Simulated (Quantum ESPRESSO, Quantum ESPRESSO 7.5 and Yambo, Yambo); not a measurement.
## BeTe (F-43m): G0W0 with Yambo, start to end

Aim: the G0W0 gap of BeTe (F-43m) on PBE, step by step.

Program: Quantum ESPRESSO 7.5 and Yambo 5.3.0. Level of theory: PBE and many-body steps on it, plane waves. Results are calculated unless marked as measured.

**Experimental background.**

- Gap 2.8 eV: absolute (indirect, Gamma to X) gap, second literature value; film (quoted from earlier experiment) (quoted in “The band structure of BeTe - a combined experimental and theoretical study”, 1997, arxiv:cond-mat/9712266).

- Gap 2.7 eV: absolute (indirect, Gamma to X) gap; bulk crystal (quoted from earlier experiment) (quoted in “The band structure of BeTe - a combined experimental and theoretical study”, 1997, arxiv:cond-mat/9712266).

### 1. Starting point

Symmetry: F-43m, No. 216, cubic system. Conventional cell: a = 5.663 Å, b = 5.663 Å, c = 5.663 Å, α = 90.00°, β = 90.00°, γ = 90.00°. Be has 4 Te at 2.45 Å nearest. Te has 4 Be at 2.45 Å nearest. Farther neighbours and most contacts between anions are not listed.

The cell and positions are those that the Materials Project relaxed with its own functionals (PBE, PBE+U or r2SCAN), kept fixed. Spin-orbit coupling is left out unless a step names it.

### 2. Ground state

This step: Quantum ESPRESSO 7.5; DFT, PBE, plane waves, norm-conserving pseudopotentials.

The ground-state density comes first.

Input file pw.in:

```
&control
  calculation = 'scf'
  prefix = 'x'
  outdir = 'o'
  pseudo_dir = 'pseudo'
/
&system
  ibrav = 0
  nat = 2
  ntyp = 2
  ecutwfc = 88.0
  nbnd = 19
  force_symmorphic = .true.
/
&electrons
  conv_thr = 1e-10
  electron_maxstep = 80
  mixing_beta = 0.5
/
ATOMIC_SPECIES
  Be 9.012 Be.upf
  Te 127.6 Te.upf
CELL_PARAMETERS angstrom
  -0.0000000000 2.8314587876 2.8314587876
  2.8314587876 0.0000000000 2.8314587876
  2.8314587876 2.8314587876 0.0000000000
ATOMIC_POSITIONS crystal
  Be 0.0000000000 0.0000000000 0.0000000000
  Te 0.7500000000 0.7500000000 0.7500000000
K_POINTS automatic
  6 6 6 0 0 0
```

The run is started by

```
$ OMP_NUM_THREADS=1 mpirun -n 4 pw.x -nk 4 -in pw.in > pw.out
```

The log of the run:

```text
Program PWSCF v.7.5 starts

     This program is part of the open-source Quantum ESPRESSO suite
     for quantum simulation of materials; please cite
         "P. Giannozzi et al., J. Phys.:Condens. Matter 21 395502 (2009);
         "P. Giannozzi et al., J. Phys.:Condens. Matter 29 465901 (2017);
         "P. Giannozzi et al., J. Chem. Phys. 152 154105 (2020);
     in publications or presentations arising from this work. More details at
     Message from routine setup:
     using ibrav=0 with symmetry is DISCOURAGED, use correct ibrav instead

     G-vector sticks info

     bravais-lattice index     =            0
     lattice parameter (alat)  =       7.5670  a.u.
     unit-cell volume          =     306.3778 (a.u.)^3
     number of atoms/cell      =            2
     number of atomic types    =            2
     number of electrons       =        28.00
     number of Kohn-Sham states=           19
     kinetic-energy cutoff     =      88.0000  Ry
     charge density cutoff     =     352.0000  Ry
     scf convergence threshold =      1.0E-10
     mixing beta               =       0.5000
     number of iterations used =            8  plain     mixing
     Exchange-correlation= PBE
                           (   1   4   3   4   0   0   0)

     celldm(1)=   7.567007  celldm(2)=   0.000000  celldm(3)=   0.000000
     celldm(4)=   0.000000  celldm(5)=   0.000000  celldm(6)=   0.000000

     crystal axes: (cart. coord. in units of alat)
               a(1) = (  -0.000000   0.707107   0.707107 )
               a(2) = (   0.707107   0.000000   0.707107 )
               a(3) = (   0.707107   0.707107   0.000000 )

     reciprocal axes: (cart. coord. in units 2 pi/alat)
               b(1) = ( -0.707107  0.707107  0.707107 )
               b(2) = (  0.707107 -0.707107  0.707107 )
               b(3) = (  0.707107  0.707107 -0.707107 )
     Pseudo is Norm-conserving, Zval =  4.0
     Generated using ONCVPSP code by D. R. Hamann
     Using radial grid of 1358 points,  4 beta functions with:
     Pseudo is Norm-conserving + core correction, Zval = 24.0
     Generated using ONCVPSP code by D. R. Hamann
     Using radial grid of 1294 points,  8 beta functions with:
     Be                4.00     9.01200     Be( 1.00)
     Te               24.00   127.60000     Te( 1.00)

     24 Sym. Ops. (no inversion) found

   Cartesian axes

     site n.     atom                  positions (alat units)
         1        Be     tau(   1) = (   0.0000000   0.0000000   0.0000000  )
         2        Te     tau(   2) = (   1.0606602   1.0606602   1.0606602  )

     number of k points=    16
                       cart. coord. in units 2pi/alat
        k(    1) = (   0.0000000   0.0000000   0.0000000), wk =   0.0092593
        k(    2) = (   0.1178511   0.1178511  -0.1178511), wk =   0.0740741
        k(    3) = (   0.2357023   0.2357023  -0.2357023), wk =   0.0740741
        k(    4) = (  -0.3535534  -0.3535534   0.3535534), wk =   0.0370370
        k(    5) = (   0.2357023   0.0000000  -0.0000000), wk =   0.0555556
        k(    6) = (   0.3535534   0.1178511  -0.1178511), wk =   0.2222222
        k(    7) = (  -0.2357023  -0.4714045   0.4714045), wk =   0.2222222
        k(    8) = (  -0.1178511  -0.3535534   0.3535534), wk =   0.2222222
        k(    9) = (   0.0000000  -0.2357023   0.2357023), wk =   0.1111111
        k(   10) = (   0.4714045   0.0000000  -0.0000000), wk =   0.0555556
     [... 4 further rows ...]
        k(   15) = (  -0.1178511  -0.3535534   0.5892557), wk =   0.2222222
        k(   16) = (  -0.7071068   0.2357023   0.0000000), wk =   0.1111111

     Dense  grid:    34327 G-vectors     FFT dimensions: (  45,  45,  45)

     Initial potential from superposition of free atoms

     starting charge      27.9996, renormalised to      28.0000
     Starting wfcs are   15 randomized atomic wfcs +    4 random wfcs

     per-process dynamical memory:    27.1 Mb

     Self-consistent Calculation

     iteration #  1     ecut=    88.00 Ry     beta= 0.50

     Threshold (ethr) on eigenvalues was too large:
     Diagonalizing with lowered threshold

     total energy              =    -588.95475943 Ry
     estimated scf accuracy    <       0.03227431 Ry

     iteration #  2     ecut=    88.00 Ry     beta= 0.50

     total energy              =    -588.95643516 Ry
     estimated scf accuracy    <       0.00414585 Ry

     iteration #  3     ecut=    88.00 Ry     beta= 0.50

     total energy              =    -588.95666792 Ry
     estimated scf accuracy    <       0.00028314 Ry

     iteration #  4     ecut=    88.00 Ry     beta= 0.50

     total energy              =    -588.95669241 Ry
     estimated scf accuracy    <       0.00001333 Ry

     iteration #  5     ecut=    88.00 Ry     beta= 0.50

     total energy              =    -588.95669469 Ry
     estimated scf accuracy    <       0.00000053 Ry

     iteration #  6     ecut=    88.00 Ry     beta= 0.50

     total energy              =    -588.95669488 Ry
     estimated scf accuracy    <       0.00000001 Ry

     iteration #  7     ecut=    88.00 Ry     beta= 0.50

     total energy              =    -588.95669489 Ry
     estimated scf accuracy    <          4.4E-09 Ry

     iteration #  8     ecut=    88.00 Ry     beta= 0.50

     total energy              =    -588.95669489 Ry
     estimated scf accuracy    <          3.4E-10 Ry

     iteration #  9     ecut=    88.00 Ry     beta= 0.50

     End of self-consistent calculation

          k = 0.0000 0.0000 0.0000 (  4279 PWs)   bands (ev):

  -150.4589-100.4840-100.4840-100.4840 -91.9314 -27.7629 -27.7629 -27.7629
   -27.7508 -27.7508  -3.7514   8.4384   8.4384   8.4384  12.0832  12.0832
    12.0832  12.1482  16.7384

          k = 0.1179 0.1179-0.1179 (  4285 PWs)   bands (ev):

  -150.4589-100.4840-100.4840-100.4840 -91.9314 -27.7621 -27.7621 -27.7621
   -27.7510 -27.7510  -3.4996   6.4828   8.0719   8.0719  11.8896  12.6145
    12.6145  14.1380  17.3592

          k = 0.2357 0.2357-0.2357 (  4272 PWs)   bands (ev):

  -150.4589-100.4840-100.4840-100.4840 -91.9313 -27.7612 -27.7606 -27.7606
   -27.7506 -27.7506  -2.8730   4.0717   7.5445   7.5445  11.6015  13.0798
    13.0798  16.1943  17.7324

          k =-0.3536-0.3536 0.3536 (  4314 PWs)   bands (ev):

     [... further k-points ...]

     highest occupied, lowest unoccupied level (ev):     8.4384   10.4653

!    total energy              =    -588.95669489 Ry
     estimated scf accuracy    <          3.5E-11 Ry

     The total energy is the sum of the following terms:
     one-electron contribution =    -453.99447766 Ry
     hartree contribution      =     210.24226870 Ry
     xc contribution           =     -77.18162023 Ry
     ewald contribution        =    -268.02286570 Ry

     convergence has been achieved in   9 iterations

     XML data file, charge density, pseudopotentials, collected wavefunctions

=------------------------------------------------------------------------------=
   JOB DONE.
=------------------------------------------------------------------------------=
```

The job ended after 5.5 s (4 MPI ranks of Arm Neoverse V2, shared host; peak memory 0.27 GiB).

Numbers from this step:

```
total energy               : -8013.1641 eV
gap                        : 2.027 eV
k of the valence top       : 0, 0, 0
k of the conduction bottom : 0, -0.5, -0.5
least direct gap           : 3.645 eV
```

The gap is indirect, with the least direct gap 1.62 eV higher.

### 3. Bands along the symmetry lines

The cheap functional maps the bands first; the places of the edges decide which points the dearer methods must see.

Input file pw.in:

```
&control
  calculation = 'bands'
  prefix = 'x'
  outdir = 'o'
  pseudo_dir = 'pseudo'
/
&system
  ibrav = 0
  nat = 2
  ntyp = 2
  ecutwfc = 88.0
  nbnd = 20
  force_symmorphic = .true.
/
&electrons
  conv_thr = 1e-9
  electron_maxstep = 80
  diago_full_acc = .true.
  diago_thr_init = 5e-6
/
ATOMIC_SPECIES
  Be 9.012 Be.upf
  Te 127.6 Te.upf
CELL_PARAMETERS angstrom
  -0.0000000000 2.8314587876 2.8314587876
  2.8314587876 0.0000000000 2.8314587876
  2.8314587876 2.8314587876 0.0000000000
ATOMIC_POSITIONS crystal
  Be 0.0000000000 0.0000000000 0.0000000000
  Te 0.7500000000 0.7500000000 0.7500000000
K_POINTS crystal
  50
  0.00000000 0.00000000 0.00000000 1
  -0.06250000 -0.06250000 0.00000000 1
  -0.12500000 -0.12500000 0.00000000 1
  -0.18750000 -0.18750000 0.00000000 1
  -0.25000000 -0.25000000 0.00000000 1
  -0.31250000 -0.31250000 0.00000000 1
  -0.37500000 -0.37500000 0.00000000 1
  -0.43750000 -0.43750000 0.00000000 1
  -0.50000000 -0.50000000 0.00000000 1
  -0.48437500 -0.48437500 0.03125000 1
  -0.46875000 -0.46875000 0.06250000 1
  -0.45312500 -0.45312500 0.09375000 1
  -0.43750000 -0.43750000 0.12500000 1
  -0.42187500 -0.42187500 0.15625000 1
  -0.40625000 -0.40625000 0.18750000 1
  -0.39062500 -0.39062500 0.21875000 1
  -0.37500000 -0.37500000 0.25000000 1
  -0.37500000 0.00000000 0.37500000 1
  -0.32812500 0.00000000 0.32812500 1
  -0.28125000 0.00000000 0.28125000 1
  -0.23437500 0.00000000 0.23437500 1
  -0.18750000 0.00000000 0.18750000 1
  -0.14062500 0.00000000 0.14062500 1
  -0.09375000 0.00000000 0.09375000 1
  -0.04687500 0.00000000 0.04687500 1
  0.00000000 0.00000000 0.00000000 1
  0.00000000 0.00000000 0.06250000 1
  0.00000000 0.00000000 0.12500000 1
  0.00000000 0.00000000 0.18750000 1
  0.00000000 0.00000000 0.25000000 1
  0.00000000 0.00000000 0.31250000 1
  0.00000000 0.00000000 0.37500000 1
  0.00000000 0.00000000 0.43750000 1
  -0.00000000 -0.00000000 0.50000000 1
  -0.06250000 -0.03125000 0.46875000 1
  -0.12500000 -0.06250000 0.43750000 1
  -0.18750000 -0.09375000 0.40625000 1
  -0.25000000 -0.12500000 0.37500000 1
  -0.31250000 -0.15625000 0.34375000 1
  -0.37500000 -0.18750000 0.31250000 1
  -0.43750000 -0.21875000 0.28125000 1
  -0.50000000 -0.25000000 0.25000000 1
  -0.50000000 -0.28125000 0.21875000 1
  -0.50000000 -0.31250000 0.18750000 1
  -0.50000000 -0.34375000 0.15625000 1
  -0.50000000 -0.37500000 0.12500000 1
  -0.50000000 -0.40625000 0.09375000 1
  -0.50000000 -0.43750000 0.06250000 1
  -0.50000000 -0.46875000 0.03125000 1
  -0.50000000 -0.50000000 0.00000000 1
```

The log of the run:

```text
[banner, memory and clock lines left out]
Program PWSCF v.7.5 starts

     Atomic positions and unit cell read from directory:
     o/x.save/

     Message from routine setup:
     using ibrav=0 with symmetry is DISCOURAGED, use correct ibrav instead

     G-vector sticks info

     bravais-lattice index     =            0
     lattice parameter (alat)  =       7.5670  a.u.
     unit-cell volume          =     306.3778 (a.u.)^3
     number of atoms/cell      =            2
     number of atomic types    =            2
     number of electrons       =        28.00
     number of Kohn-Sham states=           20
     kinetic-energy cutoff     =      88.0000  Ry
     charge density cutoff     =     352.0000  Ry
     Exchange-correlation= PBE
                           (   1   4   3   4   0   0   0)

     celldm(1)=   7.567007  celldm(2)=   0.000000  celldm(3)=   0.000000
     celldm(4)=   0.000000  celldm(5)=   0.000000  celldm(6)=   0.000000

     crystal axes: (cart. coord. in units of alat)
               a(1) = (  -0.000000   0.707107   0.707107 )
               a(2) = (   0.707107   0.000000   0.707107 )
               a(3) = (   0.707107   0.707107   0.000000 )

     reciprocal axes: (cart. coord. in units 2 pi/alat)
               b(1) = ( -0.707107  0.707107  0.707107 )
               b(2) = (  0.707107 -0.707107  0.707107 )
               b(3) = (  0.707107  0.707107 -0.707107 )
     Pseudo is Norm-conserving, Zval =  4.0
     Generated using ONCVPSP code by D. R. Hamann
     Using radial grid of 1358 points,  4 beta functions with:
     Pseudo is Norm-conserving + core correction, Zval = 24.0
     Generated using ONCVPSP code by D. R. Hamann
     Using radial grid of 1294 points,  8 beta functions with:
     Be                4.00     9.01200     Be( 1.00)
     Te               24.00   127.60000     Te( 1.00)

     24 Sym. Ops. (no inversion) found

   Cartesian axes

     site n.     atom                  positions (alat units)
         1        Be     tau(   1) = (   0.0000000   0.0000000   0.0000000  )
         2        Te     tau(   2) = (   1.0606602   1.0606602   1.0606602  )

     number of k points=    50
                       cart. coord. in units 2pi/alat
        k(    1) = (   0.0000000   0.0000000   0.0000000), wk =   0.0400000
        k(    2) = (   0.0000000   0.0000000  -0.0883883), wk =   0.0400000
        k(    3) = (   0.0000000   0.0000000  -0.1767767), wk =   0.0400000
[...]
[... 38 further rows ...]
        k(   49) = (   0.0441942  -0.0000000  -0.7071068), wk =   0.0400000
        k(   50) = (   0.0000000   0.0000000  -0.7071068), wk =   0.0400000

     Dense  grid:    34327 G-vectors     FFT dimensions: (  45,  45,  45)

     The potential is recalculated from file :
     o/x.save/charge-density

     Starting wfcs are   15 randomized atomic wfcs +    5 random wfcs

     Band Structure Calculation

     End of band structure calculation

          k = 0.0000 0.0000 0.0000 (  4279 PWs)   bands (ev):

  -150.4588-100.4840-100.4840-100.4840 -91.9314 -27.7629 -27.7629 -27.7629
   -27.7508 -27.7508  -3.7514   8.4384   8.4384   8.4384  12.0832  12.0832
    12.0832  12.1482  16.7384  18.8475

          k = 0.0000 0.0000-0.0884 (  4288 PWs)   bands (ev):

  -150.4588-100.4840-100.4840-100.4840 -91.9314 -27.7629 -27.7626 -27.7626
   -27.7512 -27.7507  -3.7028   8.1040   8.2469   8.2469  11.9582  12.3498
    12.3498  12.5090  16.8821  17.8902

          k = 0.0000 0.0000-0.1768 (  4280 PWs)   bands (ev):

  -150.4588-100.4840-100.4840-100.4840 -91.9314 -27.7628 -27.7618 -27.7618
   -27.7513 -27.7504  -3.5595   7.3486   7.8013   7.8013  11.7058  13.0178
    13.0178  13.1562  16.6059  17.5977

          k =-0.0000 0.0000-0.2652 (  4264 PWs)   bands (ev):

[...]
k = 0.0000 0.0000-0.3536 (  4256 PWs)   bands (ev):

[...]
k = 0.0000-0.0000-0.4419 (  4260 PWs)   bands (ev):

[...]
k =-0.0000 0.0000-0.5303 (  4276 PWs)   bands (ev):

[...]
k = 0.0000-0.0000-0.6187 (  4272 PWs)   bands (ev):

[...]
k = 0.5303-0.0000-0.5303 (  4272 PWs)   bands (ev):

[...]
k = 0.0000 0.0000 0.0000 (  4279 PWs)   bands (ev):

[...]
k = 0.1326 0.0000-0.7071 (  4260 PWs)   bands (ev):

[...]
k = 0.0884-0.0000-0.7071 (  4258 PWs)   bands (ev):

[...]
k = 0.0442-0.0000-0.7071 (  4258 PWs)   bands (ev):

  -150.4588-100.4840-100.4840-100.4840 -91.9314 -27.7637 -27.7567 -27.7566
   -27.7527 -27.7484  -1.9773   3.4354   5.8247   5.8357  10.5359  11.2155
    17.9953  18.0036  19.8361  21.0507

          k = 0.0000 0.0000-0.7071 (  4264 PWs)   bands (ev):

  -150.4588-100.4840-100.4840-100.4840 -91.9314 -27.7640 -27.7567 -27.7567
   -27.7528 -27.7484  -1.9784   3.4227   5.8607   5.8607  10.4653  11.1494
    18.0844  18.0844  19.9022  21.2690

     XML data file, pseudopotentials, collected wavefunctions
```

It took 4.5 s on 4 MPI ranks; peak memory 0.24 GiB.

Numbers from this step:

```
gap                        : 2.027 eV
k of the valence top       : 0, 0, 0
k of the conduction bottom : -0.5, -0.5, 0
least direct gap           : 3.645 eV
```

The gap is 2.027 eV, as in the run before at this level.

Electronic bands along the path, in eV, zero at the top of the highest filled band:

| point | band 11 | band 12 | band 13 | band 14 | band 15 | band 16 | band 17 | band 18 |
| --- | --- | --- | --- | --- | --- | --- | --- | --- |
| Γ | -12.19 | 0.00 | 0.00 | 0.00 | 3.64 | 3.64 | 3.64 | 3.71 |
| halfway | -11.47 | -2.86 | -1.63 | -1.63 | 2.65 | 4.41 | 6.43 | 6.43 |
| X | -10.42 | -5.02 | -2.58 | -2.58 | 2.03 | 2.71 | 9.65 | 9.65 |
| halfway | -10.41 | -4.92 | -3.06 | -2.47 | 2.35 | 3.37 | 9.06 | 9.11 |
| U | -10.44 | -4.67 | -3.78 | -2.17 | 2.75 | 5.28 | 7.86 | 8.13 |
| jump to K | -10.44 | -4.67 | -3.78 | -2.17 | 2.75 | 5.28 | 7.86 | 8.13 |
| halfway | -11.41 | -3.47 | -2.20 | -0.65 | 4.05 | 4.68 | 5.21 | 6.25 |
| Γ | -12.19 | 0.00 | 0.00 | 0.00 | 3.64 | 3.64 | 3.64 | 3.71 |
| halfway | -11.65 | -3.26 | -0.65 | -0.65 | 3.29 | 4.51 | 4.51 | 6.96 |
| L | -10.89 | -5.43 | -1.10 | -1.10 | 3.05 | 4.62 | 4.62 | 7.84 |
| halfway | -10.66 | -5.01 | -2.83 | -1.85 | 4.21 | 4.41 | 6.65 | 7.73 |
| W | -10.39 | -4.50 | -3.60 | -3.12 | 5.30 | 5.54 | 5.60 | 6.15 |
| halfway | -10.40 | -4.82 | -3.05 | -2.87 | 3.05 | 3.67 | 8.22 | 8.40 |
| X | -10.42 | -5.02 | -2.58 | -2.58 | 2.03 | 2.71 | 9.65 | 9.65 |

The electronic bands as a text plot (rows in eV, shown from -8.0 to 7.9 only):

```
    7.6 |    +  ++        ++                 +++++    ++
    6.9 |                  +++              +         +++   +
    6.3 |     ++            +++++++        +            ++++
    5.6 |    +            +   ++   ++                +    +
    4.9 |  +++           +      +++      ++  ++++++++  +++ ++
    4.3 | +++ ++                ++++++  +++++     ++++++    +
    3.6 |++     ++     ++   ++++   ++++++++++       ++       +
    2.9 |  +++++  +++++  +++                 +++++++         ++++
    2.3 |       +++++++++                                      ++
    1.6 |
    1.0 |
    0.3 |*                           ***
   -0.4 | ***                   ******  *****
   -1.0 |  ***                **   **    **  ********
   -1.7 |    ***           ***   ****               ***
   -2.4 |       ***********     ***        *         * **      **
   -3.0 |     **      ***     **            *         ** *******
   -3.7 |       **       *****  *                       *****
   -4.4 |         *       ******             **         *****
   -5.0 |          *******                     **   ****     ****
   -5.7 |                                        ***
   -6.3 |
   -7.0 |
   -7.7 |
         Γ           X  U|K            Γ         L        W     X
```

[end of part 1 of 3]

[Paths, hosts, dates, memory and timing lines, banners, echoed tables and standing remarks are left out of the program output.]

[Logs are printed without paths, hosts, clocks, repeated set-up lines and the standing remarks that a program may print on its own settings, such as how far it seeks lower states.]

[Runs of the session that timed out or met a known fault of the program may be left out.]

[Hosts, paths, dates, database ids (printed as entryN), source tags and the programs' standing remarks are cut or masked in the printed files.]
